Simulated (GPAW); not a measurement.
CuO:

```
Cu O
1.0
     0.00000    2.32725    2.32725
     2.32725    0.00000    2.32725
     2.32725    2.32725    0.00000
Cu O
1 1
Direct
  0.00000 0.00000 0.00000
  0.25000 0.25000 0.25000
```

Measurements of this composition are mostly on another form, of space group No. 15.

- Program: GPAW 26.7.0
- Task: single point
- Functional: PBE
- Potentials or basis: GPAW PAW data sets (gpaw-data 1.2.1)
- Cutoff: 800 eV
- Basis: pw
- k mesh: 10 × 10 × 10
- Occupations: fermi-dirac, width 0.05 eV
- Spin: no spin polarisation

On this cell: pressure -8.5 GPa; largest force zero by symmetry; band gap on the k mesh none (metal or under the smearing width).

The same run follows on a disturbed copy (atoms moved at random, drawn with an rms of 0.05 Å):

```xyz
2
Lattice="0.0000 2.3273 2.3273 2.3273 0.0000 2.3273 2.3273 2.3273 0.0000" Properties=species:S:1:pos:R:3 pbc="T T T"
Cu    0.0035    0.0118    0.0065
O     1.1878    1.1898    1.1175
```

Problem. What changes?

Solution. The energy (extrapolated to zero smearing) moves by +2.4 meV/atom; pressure -8.3 GPa; largest force 0.192 eV/Å; band gap on the k mesh none (metal or under the smearing width).

Forces on the atoms (eV/Å):
```
Cu   0.081  0.070 -0.159
O   -0.081 -0.070  0.159
```

Stress tensor (GPa, compression positive):
```
-8.26  0.84 -0.43
 0.84 -8.25 -0.47
-0.43 -0.47 -8.29
```

Caveats: with this Cu data set, volumes or pressures lay over 1.5 % or 2 GPa off other programs in two to four cells of ten; an odd number of electrons without spin polarisation forces a metal; a magnetic or distorted state may lie lower; the run has no spin polarisation, though such a crystal can be magnetic; semilocal functionals often make such compounds metallic where correlation or magnetic order opens a gap, which also shifts bond lengths.
